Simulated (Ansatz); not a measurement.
**CaSe: the cell at several levels of theory**

One table from this session's results is given with a row withheld; the runs are named, their logs left out.

Code: Ansatz 0.2.0. PAW datasets, plane waves, zero pressure. No spin polarisation and no zero-point or thermal motion; the cell was built from a prototype and may be hypothetical.

**Starting point**

It is cubic, F-43m (No. 216); a = 6.514 Å in the conventional setting, 34.55 Å³ an atom. Ca has 4 Se at 2.82 Å; Se has 4 Ca at 2.82 Å.

Coordinates:

```xyz
2
Lattice="0.0000 3.2568 3.2568 3.2568 0.0000 3.2568 3.2568 3.2568 0.0000" Properties=species:S:1:pos:R:3 pbc="T T T"
Ca    0.0000    0.0000    0.0000
Se    1.6284    1.6284    1.6284
```

The first run:

input.yaml reads:

```yaml
crystal:
  lattice:
    - [0.0, 3.2568328685, 3.2568328685]
    - [3.2568328685, 0.0, 3.2568328685]
    - [3.2568328685, 3.2568328685, 0.0]
  atoms:
    - { symbol: Ca, position: [0.0, 0.0, 0.0] }
    - { symbol: Se, position: [0.25, 0.25, 0.25] }
kpoints:
  mp_grid: { grid: [6, 6, 6] }
hamiltonian:
  xc: pbe
scf:
  occupations: { method: fermi_dirac, width: 0.02 }
relax:
  f_tol: 0.005
  cell: {}
output:
  write_density: true
  write_potential: true
  elf: true
  volumetric_format: npy
```

Run with:

```bash
ansatz run input.yaml --threads 2 --pin off --max-ram 2211MiB --backend cpu --events-out ev --progress --plain --runs-dir out
```

Among the steps run: PBE: cell and atoms; Relaxation with r2SCAN; PBEsol: cell and atoms; Relaxation with LDA; Relaxing with HSE06.

One table of the session follows, with a row left open; its other results are not shown here.

It belongs to the step «The cells side by side». 

| level | a (Å) | volume (Å³/atom) |
| --- | --- | --- |
| PBE | 6.589 | 35.764 |
| r2SCAN | 6.559 | 35.273 |
| PBEsol | 6.503 | 34.374 |
| LDA | 6.418 | 33.045 |
| HSE06 | ? | ? |

Q: Estimate the row for HSE06 from the others.

The run gave: a (Å): 6.577; volume (Å³/atom): 35.569. In the column «a (Å)» it lies between r2SCAN (6.559) and PBE (6.589).

What this shows: The first relaxation changed the volume by +3.5 % from the start. LDA gives the smallest cell and PBE the largest; they differ by 8.2 % in volume, a mean of 2.7 % in length. The meshes differ: PBE 6×6×6, r2SCAN 6×6×6, PBEsol 6×6×6, LDA 6×6×6, HSE06 4×4×4.
